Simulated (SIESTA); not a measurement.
CdS (Greenockite):

```
CELL_PARAMETERS angstrom
4.15000 0.00000 0.00000
-2.07500 3.59401 0.00000
0.00000 0.00000 6.73700
ATOMIC_POSITIONS crystal
Cd 0.66667 0.33333 0.50000
Cd 0.33333 0.66667 0.00000
S 0.66667 0.33333 0.87500
S 0.33333 0.66667 0.37500
```

Base run:

```yaml
Program: SIESTA 5.4.2
Functional: LDA
Potentials_or_basis: PseudoDojo 0.4 standard (LDA files)
Basis: DZP (energy shift 0.003 Ry; two zetas on semicore shells)
Grid_cutoff: 800 Ry
Energy_shift: 0.003 Ry
k_mesh: 7 × 7 × 4
Occupations: fermi-dirac, width 0.05 eV
Spin: no spin polarisation
```

Its results: band gap on the k mesh 1.14 eV, direct; pressure -3.0 GPa; largest force 0.069 eV/Å.

Question: The run is repeated on the same cell with these changes: basis from DZP (energy shift 0.003 Ry; two zetas on semicore shells) to TZP (energy shift 0.003 Ry; two zetas on semicore shells); k mesh from 7 × 7 × 4 to 5 × 5 × 3. What comes out?

Answer: Band gap on the k mesh 1.09 eV, direct; pressure -3.1 GPa; largest force 0.057 eV/Å.

Several settings changed at once, so the effect can't be laid on one alone.

Caveats: the basis of atomic orbitals isn't converged, which shifts pressures, moduli and gaps; an odd mesh through Γ misses points on the zone boundary, where band edges often lie (some runs).

Not every run made on this cell is shown here.
